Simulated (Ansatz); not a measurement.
# Pt: the cost of one run

Computed with Ansatz 0.2.0 (DFT PBE, scalar-relativistic, plane waves, PAW, unless a step's input says otherwise).

## 1. The system as given

The structure is orthorhombic, space group Cmce (No. 64). The conventional cell has a = 3.159 Å, b = 10.020 Å, c = 4.180 Å, α = 90.00°, β = 90.00°, γ = 90.00°. Pt (site symmetry m) is surrounded by 3 Pt at 2.07 to 2.10 Å.

Coordinates:

```cif
data_structure
_symmetry_space_group_name_H-M 'P 1'
_symmetry_Int_Tables_number 1
_cell_length_a 5.2533
_cell_length_b 5.2533
_cell_length_c 4.1799
_cell_angle_alpha 90.000
_cell_angle_beta 90.000
_cell_angle_gamma 145.006
_cell_volume 66.15
loop_
_atom_site_label
_atom_site_type_symbol
_atom_site_fract_x
_atom_site_fract_y
_atom_site_fract_z
_atom_site_occupancy
Pt1 Pt 0.09800 0.90200 0.91000 1
Pt2 Pt 0.59800 0.40200 0.59000 1
Pt3 Pt 0.90200 0.09800 0.09000 1
Pt4 Pt 0.40200 0.59800 0.41000 1
```

(A quick probe on a coarse mesh, which set the mesh and smearing, is not shown.)

## 3. A loose first relaxation

Input file input.yaml:

```yaml
crystal:
  lattice:
    - [1.5794096832, -5.0102119859, 0.0]
    - [1.5794096832, 5.0102119859, 0.0]
    - [0.0, 0.0, 4.1799482854]
  atoms:
    - { symbol: Pt, position: [0.098, 0.902, 0.91] }
    - { symbol: Pt, position: [0.598, 0.402, 0.59] }
    - { symbol: Pt, position: [0.902, 0.098, 0.09] }
    - { symbol: Pt, position: [0.402, 0.598, 0.41] }
basis:
  ecutwfc: 420
kpoints:
  mp_grid: { grid: [6, 6, 4] }
hamiltonian:
  xc: pbe
scf:
  occupations: { method: gaussian, width: 0.1 }
  lower_state_search: "off"
output:
  forces: true
  stress: true
  eigenvalues: true
relax:
  adjacent_minimum: "off"
  f_tol: 0.04
  max_steps: 70
  cell: { stress_tol: 0.4 }
```

Q: Estimate wall time and peak memory on 1 thread of an x86-64 CPU, shared host.

About 29 s, with a peak of 0.53 GiB.
